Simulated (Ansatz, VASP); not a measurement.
**Two plane-wave programs on NaCl**

INCAR

```
SYSTEM = NaCl
ALGO = Normal
EDIFF = 1E-6
ENCUT = 520
GGA = PE
ISIF = 2
ISMEAR = 0
LASPH = .TRUE.
LCHARG = .TRUE.
LELF = .TRUE.
LREAL = .FALSE.
LVHAR = .TRUE.
LWAVE = .FALSE.
NBANDS = 14
NELM = 60
PREC = Accurate
SIGMA = 0.02
```

File KPOINTS:

```
k-points
0
G
  8 8 8
  0 0 0
```

The input POSCAR:

```
NaCl
1.0
    0.0000000000      2.8752842552      2.8752842552
    2.8752842552      0.0000000000      2.8752842552
    2.8752842552      2.8752842552      0.0000000000
Na Cl
1 1
Direct
    0.0000000000      0.0000000000      0.0000000000
    0.5000000000      0.5000000000      0.5000000000
```

Input for Ansatz:

```yaml
crystal:
  lattice:
    - [0.0, 2.8752842552, 2.8752842552]
    - [2.8752842552, 0.0, 2.8752842552]
    - [2.8752842552, 2.8752842552, 0.0]
  atoms:
    - { symbol: Na, position: [0.0, 0.0, 0.0] }
    - { symbol: Cl, position: [0.5, 0.5, 0.5] }
basis:
  ecutwfc: 420
kpoints:
  mp_grid: { grid: [8, 8, 8] }
hamiltonian:
  xc: pbe
scf:
  occupations: { method: gaussian, width: 0.02 }
output:
  forces: true
  stress: true
  eigenvalues: true
  write_density: true
  write_potential: true
  elf: true
  volumetric_format: npy
```

Alike in both runs: task single point; functional PBE; k mesh 8 × 8 × 8; occupations gaussian, width 0.02 eV; no spin polarisation.

|  | VASP | Ansatz |
| --- | --- | --- |
| version | VASP 6.6.1 | Ansatz 0.2.0 |
| potentials or method | VASP PAW PBE potentials, release 64 (Na_pv, Cl) | scalar-relativistic, plane waves, PAW |
| plane-wave cutoff (eV) | 520 | 420 |
| valence electrons in the cell | 14 | 16 |

Ansatz gave:

```
gap on the k mesh at the Fermi level (eV) : 4.89
least direct gap on the mesh (eV)         : 4.89
pressure (GPa)                            : -0.6
```

Task: Estimate VASP's values.

Result: gap on the k mesh at the Fermi level (eV): 4.89; least direct gap on the mesh (eV): 4.89; pressure (GPa): -0.7.

With one functional, cell and mesh, what is left measures potentials, basis and numerics. The two sets of potentials don't hold the same shells in valence.

A k mesh can miss the band edges. Expect the measured gap to be larger: semilocal functionals such as PBE lack the derivative discontinuity.
